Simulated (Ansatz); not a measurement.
**AlN: one candidate of a structure search**

Aim: relax a trial structure of AlN and see where it ends.

Program: Ansatz 0.2.0. Level of theory: DFT PBE, scalar-relativistic, plane waves, PAW. These are calculated values, not measurements.

## 1. The structure to begin with

It takes space group Ibam (No. 72, orthorhombic). The conventional cell has a = 6.201 Å, b = 7.216 Å, c = 5.054 Å, α = 90.00°, β = 90.00°, γ = 90.00°. Around Al (site symmetry m) lie 4 N at 1.81 to 1.88 Å. Al (site symmetry 222) has 4 N at 1.81 Å as nearest neighbours. N (site symmetry m) is surrounded by 4 Al at 1.81 to 1.88 Å. Around N (site symmetry 222) lie 4 Al at 1.81 Å.

Coordinates:

```cif
data_structure
_symmetry_space_group_name_H-M 'Ibam'
_symmetry_Int_Tables_number 72
_cell_length_a 6.2011
_cell_length_b 7.2160
_cell_length_c 5.0536
_cell_angle_alpha 90.000
_cell_angle_beta 90.000
_cell_angle_gamma 90.000
_cell_volume 226.13
loop_
_atom_site_label
_atom_site_type_symbol
_atom_site_symmetry_multiplicity
_atom_site_Wyckoff_symbol
_atom_site_fract_x
_atom_site_fract_y
_atom_site_fract_z
_atom_site_occupancy
Al1 Al 8 j 0.89600 0.84491 0.50000 1
Al2 Al 4 b 0.00000 0.50000 0.25000 1
N1 N 8 j 0.10400 0.34491 0.00000 1
N2 N 4 a 0.00000 0.00000 0.25000 1
```

Recipe of the guess: 4-connected net, two elements alternating (Ibam, No. 72). The dimensions are guesses.

## 2. The guess as it stands, on a coarse mesh

Contents of input.yaml:

```yaml
crystal:
  lattice:
    - [-3.10056565, 3.60801213, 2.52678087]
    - [3.10056565, -3.60801213, 2.52678087]
    - [3.10056565, 3.60801213, -2.52678087]
  atoms:
    - { symbol: Al, position: [0.34490753, 0.39600259, 0.74091012] }
    - { symbol: Al, position: [0.15509247, 0.89600259, 0.05109506] }
    - { symbol: Al, position: [0.84490753, 0.10399741, 0.94890494] }
    - { symbol: Al, position: [0.65509247, 0.60399741, 0.25908988] }
    - { symbol: Al, position: [0.75, 0.25, 0.5] }
    - { symbol: Al, position: [0.25, 0.75, 0.5] }
    - { symbol: "N", position: [0.34490753, 0.10399741, 0.44890494] }
    - { symbol: "N", position: [0.15509247, 0.60399741, 0.75908988] }
    - { symbol: "N", position: [0.25, 0.25, 0.0] }
    - { symbol: "N", position: [0.75, 0.75, 0.0] }
    - { symbol: "N", position: [0.84490753, 0.39600259, 0.24091012] }
    - { symbol: "N", position: [0.65509247, 0.89600259, 0.55109506] }
basis:
  ecutwfc: 420
kpoints:
  mp_grid: { grid: [4, 4, 4] }
hamiltonian:
  xc: pbe
scf:
  occupations: { method: gaussian, width: 0.1 }
  lower_state_search: "off"
output:
  forces: true
  stress: true
  eigenvalues: true
```

Command:

```bash
> ansatz run input.yaml --threads 1 --pin off --max-ram 2560MiB --backend cpu --events-out ev --progress --plain --runs-dir out
```

The program printed, shortened:

```text
[...]
SCF converged after 6 iterations
Free energy (F): -5539.912470 eV
[...]
E sigma→0 (E₀):  -5539.912470 eV
Fermi energy:    10.893791 eV
[...]
--- Forces (eV/Å), atoms counted from 1 ---
  atom   1  Al     0.84774932     0.74456399     0.00000000
  atom   2  Al     0.84774932    -0.74456399     0.00000000
  atom   3  Al    -0.84774932     0.74456399     0.00000000
  atom   4  Al    -0.84774932    -0.74456399     0.00000000
  atom   5  Al     0.00000000     0.00000000     0.00000000
  atom   6  Al    -0.00000000     0.00000000     0.00000000
  atom   7  N      0.42121659    -1.29898770    -0.00000000
  atom   8  N      0.42121659     1.29898770     0.00000000
[...]
--- Stress (GPa, compression-positive) ---
       18.394056       0.000000       0.000000
        0.000000      43.186975       0.000000
        0.000000       0.000000      52.105964
  P = ⅓ Tr σ = 37.8957 GPa (378.957 kbar)
--- Band table (eV; the first three rows and the last of 18) ---
[...]
```

It took 2.8 s on 1 thread of Intel Xeon Platinum 8488C (Sapphire Rapids), shared host; peak memory 0.43 GiB.

The probe gives pressure 37.9 GPa, largest force 1.37 eV/Å, gap on this mesh 2.27 eV. A cheap, loose relaxation comes first.

## 3. Rough relaxation on the coarse mesh

Changes to input.yaml since step 2:

```diff
@@ -31 +31,6 @@
   eigenvalues: true
+relax:
+  adjacent_minimum: "off"
+  f_tol: 0.04
+  max_steps: 70
+  cell: { stress_tol: 0.4 }
```

Command:

```bash
> ansatz run input.yaml --threads 1 --pin off --max-ram 2560MiB --backend cpu --events-out ev --progress --plain --runs-dir out
```

The program printed:

```text
Warning: RAYON_NUM_THREADS=1 ignored (pool sized by the plan → 1); use --threads N
Engine: ansatz 0.2.0, x86_64-unknown-linux-gnu
Pseudopotentials: kind: paw
Pseudopotential: Al, paw, valence charge 3, recommended cutoff 420 eV (normal), Al.paw.azcp
Pseudopotential: N, paw, valence charge 5, recommended cutoff 420 eV (normal), N.paw.azcp
Functional definition: PBE
  parameter kappa = 0.804
  parameter beta = 0.06672455060314922
  exchange = pbe_x(kappa = kappa, mu = beta*pi^2/3)
  correlation = pbe_c(beta = beta)
Crystal: 12 atoms, lattice volume = 113.067 Å³
Basis set: ecut = 420 eV, 2187 PW (Γ), exchange–correlation on 80×80×80 points (8 copies of the dense FFT grid, shifted against one another)
Bands: 36, of which v1, the nominal top of the filled ones, is band 24 counted from 1 (23 counted from 0)
Symmetry: 8 space group operations
Space group: Ibam (ITA 72), of the structure as read, at distance tolerance 4.8e-5 Å
k-points: 18 of 64
Non-local potential: Al, projectors of the file, l = 0: 2, l = 1: 2, l = 2: 1
Non-local potential: N, projectors of the file, l = 0: 2, l = 1: 2, l = 2: 1
PAW form: soft (Blöchl's): semilocal exchange-correlation on the pseudo side does not see the compensation charge
PAW one-centre angular grid: Al, 110 points (default); XC on 64 Gauss nodes
PAW one-centre angular grid: N, 110 points (default); XC on 64 Gauss nodes
Initial density: superposition of atomic densities (neutral atoms: chi_scale 0, normalization atom), corrected by the library's trained network
Initial wavefunctions: pseudopotential atomic-orbital guess
Functional: x = pbe(κ = 0.804, μ = 0.2195149727645171), c = pbe(β = 0.06672455060314922)
SCF iter   1: F=—  HF=-5539.916221 eV  |F-HF|=—  |Δ(HF+E_count)|=         —  Δρ=2.92e-3  dr2=1.09e-2  ethr=1.77e-3  ⟨swp⟩=7.6  Hψ=3488  notcnv=0  defer=9
preconditioner: auto → none  [insulator: Δε(μ)=2.360 eV  Ē_g=13.487 eV  σ=0.100 eV  W_gap=1.00  n_scr=16 (ndim 8)  ℏωp=24.2 eV  f_vac=0.000  D(μ)=0.00/eV (n_scr^D=0)  ε∞_Penn≈4.2]
SCF iter   2: F=—  HF=-5539.912351 eV  |F-HF|=—  |Δ(HF+E_count)|=   3.87e-3  Δρ=1.34e-3  dr2=1.67e-3  ethr=2.27e-5  ⟨swp⟩=2.3  Hψ=996  notcnv=0  defer=12
SCF iter   3: F=—  HF=-5539.912588 eV  |F-HF|=—  |Δ(HF+E_count)|=   2.37e-4  Δρ=2.90e-4  dr2=6.19e-5  ethr=3.48e-6  ⟨swp⟩=2.2  Hψ=928  notcnv=0  defer=12
SCF iter   4: F=—  HF=-5539.912468 eV  |F-HF|=—  |Δ(HF+E_count)|=   1.20e-4  Δρ=7.17e-5  dr2=2.57e-6  ethr=1.29e-7  ⟨swp⟩=2.0  Hψ=916  notcnv=0  defer=12
iter 5 did not close the SCF: its close was put off for the readings that it lacked (scf_convergence_deferred on its scf_iter line)
SCF iter   5: F=-5539.912470 eV  HF=-5539.912470 eV  |F-HF|=2.10e-8  |Δ(HF+E_count)|=   2.58e-6  Δρ=1.04e-5  dr2=9.79e-8  ethr=5.36e-9  ⟨swp⟩=2.2  Hψ=907  notcnv=0  defer=12
SCF iter   6: F=-5539.912470 eV  HF=-5539.912470 eV  |F-HF|=1.65e-9  |Δ(HF+E_count)|=   2.18e-8  Δρ=2.37e-6  dr2=5.13e-9  ethr=2.04e-10  ⟨swp⟩=8.2  Hψ=2909  notcnv=0
SCF 1 converged in 6 iterations: F = -5539.912470 eV  dr2 = 5.13e-9
relax step   1: F+E_penalty+E_count = -5539.91247021 eV  Δ(F+E_penalty+E_count) = +0.000e0 eV  max|allowed force component| = 1.299e0 eV/Å  Δτ_max = 0.0000 Å  P = +37.896 GPa  Ω = 113.067 Å³  (6 SCF iters, dr2 threshold 1.00e-7 eV, accepted)
Crystal: 12 atoms, lattice volume = 122.118 Å³
Basis set: ecut = 420 eV, 2411 PW (Γ), exchange–correlation on 80×80×80 points (8 copies of the dense FFT grid, shifted against one another)
Initial density: handed on by an earlier stage of this run
Initial wavefunctions: those handed on with the density
iter 1 solved again at ethr=1.18e-3 eV; its pass at ethr=3.10e-3 eV (dr2=5.64e-1 eV) is discarded
SCF iter   1: F=—  HF=-5542.237115 eV  |F-HF|=—  |Δ(HF+E_count)|=         —  Δρ=1.91e-2  dr2=5.53e-1  ethr=1.18e-3  ⟨swp⟩=1.5  Hψ=3874  notcnv=0
preconditioner: auto → Resta (q_TF=auto, 2.335 Å⁻¹)  ε∞=4.2  [insulator: Δε(μ)=2.712 eV  Ē_g=12.921 eV  σ=0.100 eV  W_gap=1.00  n_scr=24 (ndim 8)  ℏωp=23.3 eV  f_vac=0.000  D(μ)=0.00/eV (n_scr^D=0)  ε∞_Penn≈4.2]
SCF iter   2: F=—  HF=-5542.085153 eV  |F-HF|=—  |Δ(HF+E_count)|=   1.52e-1  Δρ=6.01e-3  dr2=5.21e-2  ethr=1.15e-3  ⟨swp⟩=2.4  Hψ=1215  notcnv=0
SCF iter   3: F=—  HF=-5542.073405 eV  |F-HF|=—  |Δ(HF+E_count)|=   1.17e-2  Δρ=2.92e-3  dr2=1.37e-2  ethr=1.09e-4  ⟨swp⟩=1.0  Hψ=720  notcnv=0  defer=1
SCF iter   4: F=—  HF=-5542.070970 eV  |F-HF|=—  |Δ(HF+E_count)|=   2.43e-3  Δρ=4.71e-4  dr2=2.70e-4  ethr=2.85e-5  ⟨swp⟩=2.6  Hψ=1072  notcnv=0  defer=1
SCF iter   5: F=—  HF=-5542.071120 eV  |F-HF|=—  |Δ(HF+E_count)|=   1.50e-4  Δρ=3.07e-4  dr2=1.10e-4  ethr=5.63e-7  ⟨swp⟩=2.0  Hψ=1026  notcnv=0  defer=1
SCF iter   6: F=—  HF=-5542.071099 eV  |F-HF|=—  |Δ(HF+E_count)|=   2.06e-5  Δρ=5.64e-5  dr2=3.79e-6  ethr=2.29e-7  ⟨swp⟩=2.3  Hψ=892  notcnv=0  defer=1
SCF iter   7: F=-5542.071101 eV  HF=-5542.071101 eV  |F-HF|=6.39e-8  |Δ(HF+E_count)|=   1.41e-6  Δρ=9.30e-6  dr2=1.06e-7  ethr=2.50e-9  ⟨swp⟩=9.8  Hψ=3151  notcnv=0
SCF 2 converged in 7 iterations: F = -5542.071101 eV  dr2 = 1.06e-7
relax step   2: F+E_penalty+E_count = -5542.07110065 eV  Δ(F+E_penalty+E_count) = -2.159e0 eV  max|allowed force component| = 1.350e0 eV/Å  Δτ_max = 0.0645 Å  P = +16.803 GPa  Ω = 122.118 Å³  energy of the carried Pulay correction = -2.752e-2 eV  (7 SCF iters, dr2 threshold 1.20e-6 eV, accepted)
Crystal: 12 atoms, lattice volume = 129.231 Å³
Basis set: ecut = 420 eV, 2543 PW (Γ), exchange–correlation on 80×80×80 points (8 copies of the dense FFT grid, shifted against one another)
iter 1 solved again at ethr=8.43e-4 eV; its pass at ethr=3.10e-3 eV (dr2=4.05e-1 eV) is discarded
SCF iter   1: F=—  HF=-5542.904055 eV  |F-HF|=—  |Δ(HF+E_count)|=         —  Δρ=1.55e-2  dr2=3.98e-1  ethr=8.43e-4  ⟨swp⟩=1.4  Hψ=3712  notcnv=0
preconditioner: auto → Resta (q_TF=auto, 2.313 Å⁻¹)  ε∞=4.2  [insulator: Δε(μ)=2.545 eV  Ē_g=12.581 eV  σ=0.100 eV  W_gap=1.00  n_scr=26 (ndim 8)  ℏωp=22.6 eV  f_vac=0.000  D(μ)=0.00/eV (n_scr^D=0)  ε∞_Penn≈4.2]
SCF iter   2: F=—  HF=-5542.791609 eV  |F-HF|=—  |Δ(HF+E_count)|=   1.12e-1  Δρ=4.80e-3  dr2=3.54e-2  ethr=8.30e-4  ⟨swp⟩=2.2  Hψ=1189  notcnv=0
SCF iter   3: F=—  HF=-5542.782209 eV  |F-HF|=—  |Δ(HF+E_count)|=   9.40e-3  Δρ=2.21e-3  dr2=8.63e-3  ethr=7.38e-5  ⟨swp⟩=1.4  Hψ=842  notcnv=0  defer=1
SCF iter   4: F=—  HF=-5542.780537 eV  |F-HF|=—  |Δ(HF+E_count)|=   1.67e-3  Δρ=5.77e-4  dr2=4.42e-4  ethr=1.80e-5  ⟨swp⟩=2.8  Hψ=1044  notcnv=0  defer=1
SCF iter   5: F=—  HF=-5542.780691 eV  |F-HF|=—  |Δ(HF+E_count)|=   1.54e-4  Δρ=2.95e-4  dr2=1.23e-4  ethr=9.22e-7  ⟨swp⟩=2.0  Hψ=1040  notcnv=0  defer=1
SCF iter   6: F=—  HF=-5542.780684 eV  |F-HF|=—  |Δ(HF+E_count)|=   7.50e-6  Δρ=5.85e-5  dr2=3.78e-6  ethr=2.57e-7  ⟨swp⟩=2.3  Hψ=906  notcnv=0  defer=1
SCF iter   7: F=-5542.780686 eV  HF=-5542.780686 eV  |F-HF|=5.52e-8  |Δ(HF+E_count)|=   2.45e-6  Δρ=7.66e-6  dr2=6.87e-8  ethr=2.50e-9  ⟨swp⟩=8.7  Hψ=3032  notcnv=0
SCF 3 converged in 7 iterations: F = -5542.780686 eV  dr2 = 6.87e-8
relax step   3: F+E_penalty+E_count = -5542.78068603 eV  Δ(F+E_penalty+E_count) = -7.096e-1 eV  max|allowed force component| = 6.736e-1 eV/Å  Δτ_max = 0.0306 Å  P = +2.431 GPa  Ω = 129.231 Å³  energy of the carried Pulay correction = -4.771e-2 eV  (7 SCF iters, dr2 threshold 1.20e-6 eV, accepted)
[... 11 lines left out ...]
relax step   4: F+E_penalty+E_count = -5542.92693621 eV  Δ(F+E_penalty+E_count) = -1.463e-1 eV  max|allowed force component| = 1.269e-1 eV/Å  Δτ_max = 0.0478 Å  P = -0.673 GPa  Ω = 129.946 Å³  energy of the carried Pulay correction = -4.967e-2 eV  (6 SCF iters, dr2 threshold 1.20e-6 eV, accepted)
[... 10 lines left out ...]
relax step   5: F+E_penalty+E_count = -5542.93345893 eV  Δ(F+E_penalty+E_count) = -6.523e-3 eV  max|allowed force component| = 4.754e-2 eV/Å  Δτ_max = 0.0157 Å  P = -0.032 GPa  Ω = 129.389 Å³  energy of the carried Pulay correction = -4.814e-2 eV  (6 SCF iters, dr2 threshold 1.20e-6 eV, accepted)
[... 9 lines left out ...]
relax step   6: F+E_penalty+E_count = -5542.93387449 eV  Δ(F+E_penalty+E_count) = -4.156e-4 eV  max|allowed force component| = 4.463e-3 eV/Å  Δτ_max = 0.0042 Å  P = +0.017 GPa  Ω = 129.360 Å³  energy of the carried Pulay correction = -4.806e-2 eV  (5 SCF iters, dr2 threshold 1.41e-7 eV, accepted)
[... 10 lines left out ...]
relax step   7: F+E_penalty+E_count = -5543.12300575 eV  Δ(F+E_penalty+E_count) = -1.891e-1 eV  max|allowed force component| = 9.767e-3 eV/Å  Δτ_max = 0.0000 Å  P = +1.780 GPa  Ω = 129.360 Å³  stress off target by 2.48e0 GPa  SCF on the basis re-selected at this cell (its energy is not comparable with the rows above)  (6 SCF iters)
[... 12 lines left out ...]
relax step   8: F+E_penalty+E_count = -5543.13383302 eV  Δ(F+E_penalty+E_count) = -1.083e-2 eV  max|allowed force component| = 2.224e-2 eV/Å  Δτ_max = 0.0133 Å  P = +0.137 GPa  Ω = 130.244 Å³  energy of the carried Pulay correction = -2.788e-3 eV  (6 SCF iters, dr2 threshold 1.20e-6 eV, accepted)
iter 1 solved again at ethr=2.75e-7 eV; its pass at ethr=3.10e-3 eV (dr2=1.32e-4 eV) is discarded
SCF iter   1: F=—  HF=-5543.137029 eV  |F-HF|=—  |Δ(HF+E_count)|=         —  Δρ=7.40e-5  dr2=8.01e-7  ethr=2.75e-7  ⟨swp⟩=3.1  Hψ=4827  notcnv=0
preconditioner: auto → Resta (q_TF=auto, 2.310 Å⁻¹)  ε∞=4.2  [insulator: Δε(μ)=2.685 eV  Ē_g=12.621 eV  σ=0.100 eV  W_gap=1.00  n_scr=26 (ndim 8)  ℏωp=22.5 eV  f_vac=0.000  D(μ)=0.00/eV (n_scr^D=0)  ε∞_Penn≈4.2]
SCF iter   2: F=—  HF=-5543.137122 eV  |F-HF|=—  |Δ(HF+E_count)|=   9.29e-5  Δρ=3.86e-5  dr2=2.33e-7  ethr=1.67e-9  ⟨swp⟩=2.1  Hψ=1080  notcnv=0
SCF iter   3: F=—  HF=-5543.137123 eV  |F-HF|=—  |Δ(HF+E_count)|=   1.26e-6  Δρ=3.79e-6  dr2=1.04e-8  ethr=4.85e-10  ⟨swp⟩=2.0  Hψ=1080  notcnv=0
SCF iter   4: F=-5543.137123 eV  HF=-5543.137123 eV  |F-HF|=3.00e-10  |Δ(HF+E_count)|=   7.61e-9  Δρ=1.23e-6  dr2=1.74e-9  ethr=1.60e-11  ⟨swp⟩=6.4  Hψ=2343  notcnv=0
SCF 9 converged in 4 iterations: F = -5543.137123 eV  dr2 = 1.74e-9
relax step   9: F+E_penalty+E_count = -5543.13712302 eV  Δ(F+E_penalty+E_count) = -3.290e-3 eV  max|allowed force component| = 2.221e-2 eV/Å  Δτ_max = 0.0000 Å  P = +0.153 GPa  Ω = 130.244 Å³  stress off target by 3.28e-1 GPa  SCF on the basis re-selected at this cell (its energy is not comparable with the rows above)  (4 SCF iters)
basis re-selected at this cell: Δ(F+E_penalty+E_count) = -3.290e-3 eV, ΔP = +0.016 GPa vs the last step (what re-selecting the basis moved, of the pressure what is left beyond the Pulay correction that the steps carried, after the strain that the cell walked since its last selection, with what the two solves' SCF thresholds leave and, on support functions, any second-order correction that the steps lacked; it is no measure of the basis error at this ecutwfc). This SCF's stress stands 3.28e-1 GPa from its target on what of the cell is left free (relax.cell.stress_tol is 4.00e-1 GPa) and its largest allowed force component is 2.22e-2 eV/Å (relax.f_tol is 4.00e-2 eV/Å): within both
SCF converged after 4 iterations
Free energy (F): -5543.137123 eV
Harris-Foulkes:  -5543.137123 eV  (|F-HF|=3.00e-10)
Internal energy: -5543.137123 eV  (E = F + TS)
E sigma→0 (E₀):  -5543.137123 eV
Fermi energy:    8.822208 eV
--- Per-component energies (eV) ---
  E_band       = 75.321580
  E_kinetic    = 952.454243
  E_local      = -1409.699978  (includes V_loc(G=0)·N_el)
  E_nonlocal   = 330.880313
  E_hartree    = 492.981766
  E_xc         = -609.566800
  E_vxc        = -645.956715  (∫ρ·V_xc dr)
  E_paw        = -3569.657805  (= ΣΔE_a)
  E_vpaw       = -138.321069  (= ΣTr[D̂ρ^β])
  E_aug_tail   = 0.000584  (compensation charges beyond the density's cutoff)
  E_ewald      = -1730.529446
  E_smearing   = -0.000000  (= −TS)
  E_closure    = 0.000000  (closes the sum)
  Σ components = -5543.137123   (vs F -5543.137123, Δ=0.00e0)
--- Forces (eV/Å), atoms counted from 1 ---
  atom   1  Al    -0.01795038    -0.02221130    -0.00000000
  atom   2  Al    -0.01795038     0.02221130    -0.00000000
  atom   3  Al     0.01795038    -0.02221130     0.00000000
  atom   4  Al     0.01795038     0.02221130     0.00000000
  atom   5  Al     0.00000000     0.00000000    -0.00000000
  atom   6  Al     0.00000000     0.00000000     0.00000000
  atom   7  N     -0.00223923    -0.01930629     0.00000000
  atom   8  N     -0.00223923     0.01930629     0.00000000
  atom   9  N      0.00000000    -0.00000000    -0.00000000
  atom  10  N     -0.00000000     0.00000000     0.00000000
  atom  11  N      0.00223923    -0.01930629    -0.00000000
  atom  12  N      0.00223923     0.01930629    -0.00000000
  max |Σ_I F_I| component: 0.00e0 eV/Å
--- Stress (GPa, compression-positive) ---
       -0.012495      -0.000000       0.000000
       -0.000000       0.144728       0.000000
        0.000000       0.000000       0.327769
  P = ⅓ Tr σ = 0.1533 GPa (1.533 kbar)
--- Band table (eV; the first three rows and the last of 18) ---
  k-point 0: bands = ["-8.3596", "-6.2832", "-6.0905", "-5.9064", "-5.7730", "-5.6492", "0.6474", "1.5605", "2.0809", "2.1847", "2.1979", "2.4551", "2.4966", "4.0417", "4.2865", "4.6214", "5.0551", "5.5546", "5.8161", "6.1280", "6.4506", "6.5727", "6.8094", "7.4800", "10.1644", "12.5996", "13.4787", "13.5212", "13.9165", "13.9457", "14.4038", "15.4048", "15.7536", "16.1302", "16.1557", "16.3208"]
  k-point 1: bands = ["-8.1169", "-6.6873", "-6.2092", "-5.9837", "-5.6595", "-5.5627", "0.6321", "1.2887", "1.7870", "2.0820", "2.7573", "2.8852", "3.5095", "3.9712", "4.4403", "4.6658", "5.0154", "5.0822", "5.5310", "5.9754", "6.2936", "6.6097", "6.6933", "7.1302", "11.3027", "12.5141", "12.9798", "13.0451", "13.4692", "14.4533", "14.5291", "14.8626", "15.0776", "15.6109", "15.9289", "16.8255"]
  k-point 2: bands = ["-7.4908", "-7.4421", "-6.2700", "-6.0799", "-5.6697", "-5.4169", "0.7280", "1.0240", "1.5422", "3.0741", "3.0794", "3.1796", "3.4134", "4.0070", "4.0665", "4.2818", "4.9951", "5.7430", "6.0184", "6.0909", "6.1178", "6.2098", "6.3774", "6.5954", "12.2134", "12.4081", "12.6809", "12.7836", "13.0378", "13.7045", "14.1391", "14.8273", "15.3910", "15.4435", "15.8210", "16.5767"]
  k-point 17: bands = ["-7.3570", "-6.8875", "-6.7146", "-6.4925", "-5.7143", "-5.4688", "1.1871", "1.4133", "1.8569", "2.6328", "2.6763", "3.4381", "3.5962", "3.7459", "4.2574", "4.5839", "4.9107", "5.0959", "5.6454", "5.8940", "6.0397", "6.2993", "6.5643", "7.2222", "12.1947", "12.2030", "12.7573", "13.0300", "13.0486", "13.7674", "14.3687", "14.4350", "14.9937", "15.2170", "15.5224", "15.5541"]
--- Relaxed structure (7 steps of the walk, 7 accepted, 2 SCFs on fresh bases) ---
  F+E_penalty+E_count = -5543.13712302 eV   max|allowed force component| = 2.221e-2 eV/Å   (the final SCF, on the basis selected at the relaxed cell)
  cell:  # Å, volume = 130.2442 Å³
    - [-2.901804613889767, 3.998941912569339, 2.8059830075205943]
    - [2.901804613889767, -3.998941912569339, 2.8059830075205943]
    - [2.901804613889767, 3.998941912569339, -2.8059830075205943]
  atoms:
    - { symbol: Al, position: [0.3513016792062241, 0.41053445507207703, 0.7618361342783011] }
    - { symbol: Al, position: [0.14869832079377593, 0.9105344550720772, 0.05923277586585313] }
    - { symbol: Al, position: [0.8513016792062242, 0.08946554492792279, 0.940767224134147] }
    - { symbol: Al, position: [0.6486983207937758, 0.5894655449279227, 0.23816386572169843] }
    - { symbol: Al, position: [0.7499999999999998, 0.24999999999999997, 0.49999999999999983] }
    - { symbol: Al, position: [0.25, 0.7499999999999999, 0.5] }
    - { symbol: N, position: [0.34409569423829456, 0.08796719910573543, 0.43206289334403] }
    - { symbol: N, position: [0.15590430576170544, 0.5879671991057352, 0.7438715048674407] }
    - { symbol: N, position: [0.24999999999999997, 0.24999999999999997, -1.1655961039297289e-20] }
    - { symbol: N, position: [0.75, 0.75, -1.1655961039297289e-20] }
    - { symbol: N, position: [0.8440956942382944, 0.41203280089426453, 0.25612849513255914] }
    - { symbol: N, position: [0.6559043057617053, 0.9120328008942645, 0.56793710665597] }
```

Run time: 29 s. Hardware: 1 thread of Intel Xeon Platinum 8488C (Sapphire Rapids), shared host; peak memory 0.46 GiB.

Step by step:

```csv
step,E - E(step 1) (eV/cell),largest force component (eV/Å),pressure (GPa),volume (Å³)
1,0.0000,1.2990,37.90,113.07
2,-2.1586,1.3502,16.80,122.12
3,-2.8682,0.6736,2.43,129.23
4,-3.0145,0.1270,-0.67,129.95
5,-3.0210,0.0475,-0.03,129.39
6,-3.0214,0.0045,0.02,129.36
7,-3.2105,0.0098,1.78,129.36
8,-3.2214,0.0222,0.14,130.24
9,-3.2247,0.0222,0.15,130.24
```

Step 1 is the start. Steps 7, 9 each repeat the geometry before them on a plane-wave basis chosen anew, so the energy can jump there without any move.

Lengths and angles in the start's conventional setting:

|  | before | after | change |
| --- | --- | --- | --- |
| a (Å) | 6.201 | 5.804 | -6.4 % |
| b (Å) | 7.216 | 7.998 | +10.8 % |
| c (Å) | 5.054 | 5.612 | +11.0 % |
| volume (Å³/atom) | 9.42 | 10.85 | +15.2 % |
| shortest distance (Å) | 1.807 | 1.872 | +3.6 % |
| space group (0.01 Å) | Ibam | Ibam | same |

Forces and stress were held to the start's 8 operations: a distortion of lower symmetry was not tested.

[end of part 1 of 2]
